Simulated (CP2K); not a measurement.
Here is a CP2K 2026.2 calculation.

File tas2_bands.inp:

```
&GLOBAL
  PROJECT tas2_bands
  RUN_TYPE ENERGY_FORCE
  PRINT_LEVEL LOW
&END GLOBAL
&FORCE_EVAL
  METHOD QS
  STRESS_TENSOR ANALYTICAL
  &DFT
    BASIS_SET_FILE_NAME BASIS_MOLOPT_UZH
    POTENTIAL_FILE_NAME POTENTIAL_UZH
    &MGRID
      CUTOFF 450
      REL_CUTOFF 60
      NGRIDS 5
    &END MGRID
    &QS
      METHOD GPW
      EPS_DEFAULT 1.0E-9
    &END QS
    &KPOINTS
      SCHEME MONKHORST-PACK 9 9 5
      GAMMA_CENTERED T
      SYMMETRY T
      SYMMETRY_BACKEND SPGLIB
    &END KPOINTS
    &SCF
      SCF_GUESS ATOMIC
      EPS_SCF 1.0E-6
      MAX_SCF 100
      ADDED_MOS 15
      CHOLESKY OFF
      EPS_EIGVAL 1.0E-7
      &DIAGONALIZATION ON
        ALGORITHM STANDARD
      &END DIAGONALIZATION
      &MIXING ON
        METHOD BROYDEN_MIXING
        ALPHA 0.4
        BETA 1.5
        NBUFFER 8
      &END MIXING
      &SMEAR ON
        METHOD FERMI_DIRAC
        ELECTRONIC_TEMPERATURE [K] 580.226
      &END SMEAR
    &END SCF
    &XC
      &XC_FUNCTIONAL PBE
      &END XC_FUNCTIONAL
    &END XC
    &PRINT
      &KPOINTS ON
      &END KPOINTS
      &MULLIKEN ON
      &END MULLIKEN
      &MO ON
        ENERGIES T
        OCCUPATION_NUMBERS T
        &EACH
          QS_SCF 0
        &END EACH
        ADD_LAST NUMERIC
      &END MO
      &BAND_STRUCTURE
        FILE_NAME bands.bs
        ADDED_MOS 6
        &KPOINT_SET
          UNITS B_VECTOR
          NPOINTS 8
          SPECIAL_POINT GAMMA 0.00000000 0.00000000 0.00000000
          SPECIAL_POINT M 0.50000000 0.00000000 0.00000000
          SPECIAL_POINT K 0.33333333 0.33333333 0.00000000
          SPECIAL_POINT GAMMA 0.00000000 0.00000000 0.00000000
          SPECIAL_POINT A 0.00000000 0.00000000 0.50000000
          SPECIAL_POINT L 0.50000000 0.00000000 0.50000000
          SPECIAL_POINT H 0.33333333 0.33333333 0.50000000
          SPECIAL_POINT A 0.00000000 0.00000000 0.50000000
        &END KPOINT_SET
        &KPOINT_SET
          UNITS B_VECTOR
          NPOINTS 8
          SPECIAL_POINT L 0.50000000 0.00000000 0.50000000
          SPECIAL_POINT M 0.50000000 0.00000000 0.00000000
        &END KPOINT_SET
        &KPOINT_SET
          UNITS B_VECTOR
          NPOINTS 8
          SPECIAL_POINT K 0.33333333 0.33333333 0.00000000
          SPECIAL_POINT H 0.33333333 0.33333333 0.50000000
        &END KPOINT_SET
      &END BAND_STRUCTURE
    &END PRINT
  &END DFT
  &SUBSYS
    &CELL
      A 3.3500000000 0.0000000000 0.0000000000
      B -1.6750000000 2.9011851027 0.0000000000
      C 0.0000000000 0.0000000000 5.8600000000
      PERIODIC XYZ
    &END CELL
    &COORD
      Ta  0.0000000000 0.0000000000 0.0000000000
      S   1.6750000002 0.9670617008 4.3950000000
      S   -0.0000000002 1.9341234019 1.4650000000
    &END COORD
    &KIND Ta
      BASIS_SET TZVP-MOLOPT-PBE-GTH-q13
      POTENTIAL GTH-PBE-q13
    &END KIND
    &KIND S
      BASIS_SET TZVP-MOLOPT-PBE-GTH-q6
      POTENTIAL GTH-PBE-q6
    &END KIND
    &PRINT
      &ATOMIC_COORDINATES ON
      &END ATOMIC_COORDINATES
      &CELL ON
      &END CELL
    &END PRINT
  &END SUBSYS
  &PRINT
    &FORCES ON
    &END FORCES
    &STRESS_TENSOR ON
    &END STRESS_TENSOR
  &END PRINT
&END FORCE_EVAL
```

Potentials or basis: POTENTIAL_UZH Ta GTH-PBE-q13, S GTH-PBE-q6; TZVP-MOLOPT-PBE-GTH basis.

The run is started by

```console
$ OMP_NUM_THREADS=2 cp2k.psmp -i tas2_bands.inp -o tas2_bands.out
```

What does it give for the band gap on the k mesh?

None (metal or under the smearing width).

Estimate the pressure.

8.2 GPa.

Estimate the largest force.

1.124 eV/Å.

Stress tensor (GPa, compression positive):
```
 6.57  0.00  0.00
 0.00  6.57  0.00
 0.00  0.00 11.35
```

Caveat: spin-orbit coupling is left out, which moves the levels of the heavy elements; this functional lacks dispersion, which binds the layers, so the pressure and a relaxed spacing across them are unreliable; the basis of atomic orbitals isn't converged, which shifts pressures, moduli and gaps; forces of over 1 eV/Å show positions far from the minimum, so gaps and moduli don't describe the material at rest.
